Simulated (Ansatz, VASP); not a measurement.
**Co in VASP and in Ansatz**

INCAR

```
SYSTEM = Co
  ALGO = Normal
  EDIFF = 1E-6
  ENCUT = 520
  GGA = PE
  ISIF = 2
  ISMEAR = -1
  ISPIN = 2
  LASPH = .True.
  LCHARG = .True.
  LELF = .True.
  LMAXMIX = 4
  LORBIT = 11
  LREAL = .False.
  LVHAR = .True.
  LWAVE = .False.
  MAGMOM = 3.5 3.5
  NBANDS = 20
  NELM = 150
  PREC = Accurate
  SIGMA = 0.05
```

File KPOINTS:

```
k-points
0
Gamma
  12 12 7
  0 0 0
```

File POSCAR:

```
Co
1.0
    2.4873648738      0.0000000000      0.0000000000
   -1.2436824369      2.1541211692      0.0000000000
    0.0000000000      0.0000000000      4.0632895034
Co
2
Direct
    0.3333333333      0.6666666667      0.7401390000
    0.6666666667      0.3333333333      0.2598610000
```

File input.yaml:

```yaml
crystal:
  lattice:
    - [2.4873648738, 0.0, 0.0]
    - [-1.2436824369, 2.1541211692, 0.0]
    - [0.0, 0.0, 4.0632895034]
  atoms:
    - { symbol: Co, position: [0.3333333333, 0.6666666667, 0.740139], spin: 2.0 }
    - { symbol: Co, position: [0.6666666667, 0.3333333333, 0.259861], spin: 2.0 }
hamiltonian:
  xc: pbe
  pseudopotentials: { kind: paw }
magnetization:
  spin_polarized: true
kpoints:
  mp_grid: { grid: [12, 12, 7] }
scf:
  occupations: { method: fermi_dirac, width: 0.05 }
output:
  forces: true
  stress: true
  eigenvalues: true
```

Alike in both runs: task single point; functional PBE; k mesh 12 × 12 × 7; occupations fermi-dirac, width 0.05 eV; collinear spin, ferromagnetic start.

|  | VASP | Ansatz |
| --- | --- | --- |
| version | VASP 6.6.1 | Ansatz 0.2.0 |
| potentials or method | VASP PAW PBE potentials, release 64 (Co) | Ansatz PAW |
| plane-wave cutoff (eV) | 520 | 420 |
| valence electrons in the cell | 18 | 34 |

|  | VASP | Ansatz | Ansatz less VASP |
| --- | --- | --- | --- |
| gap on the k mesh at the Fermi level (eV) | none | none | - |
| pressure (GPa) | 0.0 | 0.8 | +0.81 |
| largest component of the traceless stress (GPa) | 1.92 | 1.91 | -0.014 |
| rms of the force components (eV/Å) | 0.278 | 0.285 | +0.0068 |
| net moment per atom (μB) | 1.63 | 1.64 | +0.007 |
| size of the moment on the site where the two differ most (μB) | 1.65 | 1.71 | +0.065 |

Site moments also hang on the region over which each program counts them. Atom by atom the forces differ by 0.007 eV/Å (rms over components). A gap of «none» marks a metal or a gap that the smearing closes. The two sets of potentials don't hold the same shells in valence.
